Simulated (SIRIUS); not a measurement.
Runs of SIRIUS 7.12.0 on Co. The structure is hexagonal, space group P6_3/mmc (No. 194). The conventional cell has a = 2.472 Å, b = 2.472 Å, c = 4.021 Å, α = 90.00°, β = 90.00°, γ = 120.00°. Co (site symmetry -6m2) has 12 Co at 2.47 Å as nearest neighbours. 

```csv
task,level,potentials or basis,cutoff (eV),muffin tin radii,basis cutoff (gk_cutoff),valence relativity,reference energy of the basis,smallest sphere radius times basis cutoff,gap on the mesh (eV),moment (μB),V0 of scaled cells (Å³/atom),B0 (GPa)
band structure,PBE,"all-electron FP-LAPW (ZORA valence), apw+lo standard",201,Co 2.29 bohr,3.84 1/bohr,zora,0.32 Ha,8.79,-,3.19,-,-
equation of state,PBEsol,"all-electron FP-LAPW, apw+lo standard",210,Co 2.24 bohr,3.93 1/bohr,iora,-,8.8,-,-,10.33,234
band structure,PBE,"all-electron FP-LAPW (no relativity for the valence, core without relativity), apw+lo standard",201,Co 2.29 bohr,3.84 1/bohr,none,0.31 Ha,8.79,-,3.14,-,-
equation of state,PBE,"all-electron FP-LAPW, apw+lo standard",210,Co 2.24 bohr,3.93 1/bohr,iora,-,8.8,-,-,(a),(b)
single point,PBE,"all-electron FP-LAPW, apw+lo standard",210,Co 2.24 bohr,3.93 1/bohr,iora,0.32 Ha,8.8,none,3.19,-,-
single point,PBEsol,"all-electron FP-LAPW, apw+lo standard",210,Co 2.24 bohr,3.93 1/bohr,iora,0.32 Ha,8.8,none,3.18,-,-
band structure,PBE,"all-electron FP-LAPW (Koelling-Harmon valence), apw+lo standard",201,Co 2.29 bohr,3.84 1/bohr,koelling_harmon,0.32 Ha,8.79,-,3.19,-,-
```

Alike in all rows: spin collinear, ferromagnetic start; cell as given; k mesh 12 × 12 × 7; smearing fermi-dirac 0.05 eV.

Task: Estimate the missing entries.

Result: (a) 10.84; (b) 209.

Caveats: the cell was scaled at fixed shape and fractional positions, which overstates the stiffness of a crystal with free parameters, most of all of layers and chains (some runs); relativity is left out for the core states (some runs).

A k mesh can miss the band edges.

A gap of «none» marks a metal or a gap under the smearing width.

Not every run made on this cell is shown here.
